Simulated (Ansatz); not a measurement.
# Pb under changes of volume

One of the cells (31.034 Å³/atom); the others are scaled copies at fixed shape and fractional positions:

```
CELL_PARAMETERS angstrom
-1.97966 1.97966 1.97966
1.97966 -1.97966 1.97966
1.97966 1.97966 -1.97966
ATOMIC_POSITIONS crystal
Pb 0.00000 0.00000 0.00000
```

This isn't the form of Pb at room conditions, which is fcc.

| Property | Result |
| --- | --- |
| Program | Ansatz 0.2.0 |
| Functional | PBE0 |
| Potentials or basis | Ansatz PAW |
| Cutoff | 420 eV (not typed: the program's choice for these potentials) |
| k mesh | 6 × 6 × 6 |
| Occupations | fermi-dirac, width 0.05 eV |
| Spin | no spin polarisation |

```tsv
volume (Å³/atom)	energy over the lowest point (meV/atom)	pressure (GPa)
29.172	9.07	2.3
29.792	2.35	1.1
30.413	0.00	0.1
31.034	?	?
31.654	6.88	-1.3
32.275	13.32	-2.1
32.896	22.59	-2.7
```

Q: What does the run at 31.034 Å³/atom give?

A: Energy over the lowest point 1.56 meV/atom; pressure -0.8 GPa.

Worked out: A Birch-Murnaghan fit of order 3 (a polynomial in V^(-2/3)) to the other rows has its minimum at 30.42 Å³/atom with B0 = V·E''(V) = 48 GPa (rough, since the energies scatter). It gives 1.86 meV/atom at 31.034 Å³/atom, against the run's 1.56, and -dE/dV = -0.9 GPa, against -0.8.

Energies are extrapolated to zero smearing.

Caveats: all runs use coarse meshes; the PAW data sets come from PBE, with cores solved anew for the run's functional, which leaves a small shift of forces and pressure; the thresholds are loose for stress.
